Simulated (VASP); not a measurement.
The system is TiCo.

```
CELL_PARAMETERS angstrom
3.04830 0.00000 0.00000
0.00000 3.04830 0.00000
0.00000 0.00000 3.04830
ATOMIC_POSITIONS crystal
Ti 0.50000 0.50000 0.50000
Co 0.00000 0.00000 0.00000
```

The cell isn't the ideal one: Sc -> Ti on all its sites, in the parent's cell.

* Program: VASP 6.6.1
* Task: relaxation of cell and atoms
* Functional: PBE
* Potentials or basis: VASP PAW PBE potentials, release 64 (Ti_sv, Co)
* Cutoff: 600 eV
* k mesh: 6 × 6 × 6
* Occupations: gaussian, width 0.1 eV
* Spin: collinear spin, typed start
* Starting moments: [0.0, 1.2] μB

At the start: pressure -9.4 GPa; volume 14.16 Å³/atom.

Problem. How do energy, volume and symmetry change on relaxing?

Solution. Over 3 steps the energy falls by 35.4 meV/atom and the volume is 13.12 Å³/atom (-7.4 %); space group Pm-3m (No. 221, to 0.05 Å); moment 0.36 μB per cell.

The path:
```tsv
step	energy change (eV)	largest force (eV/Å)	pressure (GPa)	volume (Å³)
1	0.0000	0.0000	-9.44	28.33
2	-0.0371	0.0000	9.25	25.04
3	-0.0707	0.0000	0.12	26.24
```

Final structure:
```
CELL_PARAMETERS angstrom
2.97171 0.00000 0.00000
0.00000 2.97171 0.00000
0.00000 0.00000 2.97171
ATOMIC_POSITIONS crystal
Ti 0.50000 0.50000 0.50000
Co 0.00000 0.00000 0.00000
```
